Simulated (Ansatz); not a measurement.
# Formation energy of NbP in the NiAs-type structure

Level of theory: DFT, PBE, scalar-relativistic, no spin polarisation; plane waves to 420 eV with PAW datasets (Ansatz 0.2.0), Γ-centred 10×10×8 mesh, 0.05 eV Gaussian smearing. The datasets are Ansatz's generated set soft_2.

The start was a prototype's sites filled with these elements. The Crystallography Open Database lists the compound in space group I41/amd, so this is a trial structure.

It takes space group P6_3/mmc (No. 194, hexagonal). Conventional cell: a = 3.316 Å, b = 3.316 Å, c = 6.716 Å, α = 90.00°, β = 90.00°, γ = 120.00°. Nb (site symmetry -3m) has 6 P at 2.55 Å as nearest neighbours. Around P (site symmetry -6m2) lie 6 Nb at 2.55 Å. (Shells end 15 % past the nearest neighbour.)

The elements were computed in their standard states with the same datasets, cutoff and functional. Absolute energies hang on the potentials; compare differences alone.

Energy of the relaxed cell (4 atoms, smearing extrapolated to zero): -10619.833 eV. Elements, in eV/atom: Nb -4552.283, P -755.674.

What is the formation energy?

[-10619.833 − (2 × -4552.283 + 2 × -755.674)] / 4 = -0.98 eV/atom, or -95 kJ per mole of atoms.

The value is for 0 K, without zero-point energy. A negative value shows stability against the elements alone, not against other compounds or structures.
